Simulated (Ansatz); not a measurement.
Molecular dynamics of WC

The input (input.yaml):

```yaml
crystal:
  lattice:
    - [-2.9017, -5.025892, 0.0]
    - [4.35255, -2.512946, 0.0]
    - [0.0, 0.0, 5.668]
  atoms:
    - { symbol: W, position: [0.74957945, 0.50152422, -0.01823853] }
    - { symbol: C, position: [0.52091132, 0.69683718, 0.22976627] }
    - { symbol: W, position: [0.74789873, 0.50632803, 0.49943212] }
    - { symbol: C, position: [0.51313956, 0.64906562, 0.74726098] }
    - { symbol: W, position: [0.52019056, 0.0374213, -0.01960585] }
    - { symbol: C, position: [0.23137401, 0.1891591, 0.21759837] }
    - { symbol: W, position: [0.46572432, 0.00242464, 0.50122694] }
    - { symbol: C, position: [0.25818001, 0.18469346, 0.73490528] }
    - { symbol: W, position: [0.2612329, 0.50778898, -0.00604133] }
    - { symbol: C, position: [-0.0460714, 0.66985316, 0.24888048] }
    - { symbol: W, position: [0.25068411, 0.51443349, 0.47132131] }
    - { symbol: C, position: [0.01996395, 0.66773446, 0.75246149] }
    - { symbol: W, position: [0.00237846, 0.00514766, -0.02221142] }
    - { symbol: C, position: [0.72600424, 0.18030469, 0.25002803] }
    - { symbol: W, position: [-0.00549013, 0.00513021, 0.48584172] }
    - { symbol: C, position: [0.78663608, 0.1621245, 0.72328843] }
basis:
  ecutwfc: 420.0
kpoints:
  mp_grid: { grid: [2, 2, 2] }
hamiltonian:
  xc: pbe
  dispersion: d3bj
  pseudopotentials: { kind: paw, azcp: { folder: soft_1 } }
scf:
  occupations: { method: fermi_dirac, width: 0.24 }
  lower_state_search: "off"
md:
  timestep: 1.5
  n_steps: 300
  ensemble: nvt_langevin
  temperature: 2240.0
  initial_velocities: maxwell_boltzmann
  seed: 502119
  friction: 0.02
  temperature_schedule:
    - { n_steps: 225, end_temperature: 300.0 }
    - { n_steps: 75, end_temperature: 300.0 }
```

Command:

```bash
$ ansatz run input.yaml --threads 1 --pin off --max-ram 3072MiB --backend cpu --events-out ev --progress --plain --runs-dir out
```

It goes on from the last frame of an earlier run, with new velocities.

Output, in part (step lines):

```
md step     0: t =     0.00 fs  T =  2100.0 K (target 2240.0 K)  F+E_penalty+E_count = -85100.90060423 eV  E_kin = 4.343136 eV  (9 SCF iters)
[... lines left out ...]
```

The steps, from the saved trajectory:

```tsv
time (fs)	T (K)	potential energy less start (eV)
0.0	2100	0.000
15.0	2045	0.725
30.0	2590	0.746
45.0	2316	0.893
60.0	1993	1.677
75.0	2750	0.865
90.0	2050	2.682
105.0	1949	2.168
120.0	1534	2.509
135.0	1736	1.971
150.0	2900	-0.914
165.0	1720	0.304
180.0	1426	-0.821
195.0	1078	-0.060
210.0	1037	0.220
225.0	1228	-0.991
240.0	1096	-1.295
255.0	1158	-1.720
270.0	781	-1.549
285.0	830	-1.540
300.0	509	-1.594
315.0	536	-1.949
330.0	501	-2.198
345.0	443	-2.403
360.0	342	-2.406
375.0	449	-2.587
390.0	356	-2.417
405.0	390	-2.509
420.0	434	-2.445
435.0	387	-2.504
450.0	370	-2.727
```

The run went to its last step. The schedule's set-point averaged 463 K over the second half and the system 618 K, so it lags behind the ramp. A run of 0.45 ps of so small a system gives no equilibrium averages. Limits of this set-up: coarse k mesh.

Mean squared displacements from the first frame to the last, about the centre of mass: W 0.02 Å², C 0.04 Å².

Last frame:

```xyz
16
Lattice="-2.9017 -5.0259 0.0000 4.3525 -2.5129 0.0000 0.0000 0.0000 5.6680" Properties=species:S:1:pos:R:3
W -0.097 -5.170 -0.329
C 1.388 -4.309 1.130
W -0.005 -5.166 2.534
C 1.391 -4.352 3.896
W -1.509 -2.611 -0.315
C -0.034 -1.791 1.097
W -1.509 -2.659 2.568
C -0.105 -1.855 3.936
W 1.358 -2.685 -0.296
C 2.785 -1.757 1.088
W 1.403 -2.694 2.578
C 2.851 -1.822 3.988
W -0.081 -0.133 -0.267
C -1.571 -4.380 1.083
W -0.130 -0.133 2.547
C -1.507 -4.381 3.921
```

Run time: 28 min on 1 thread of Arm Neoverse V1, on a shared host, peak memory 0.57 GiB.
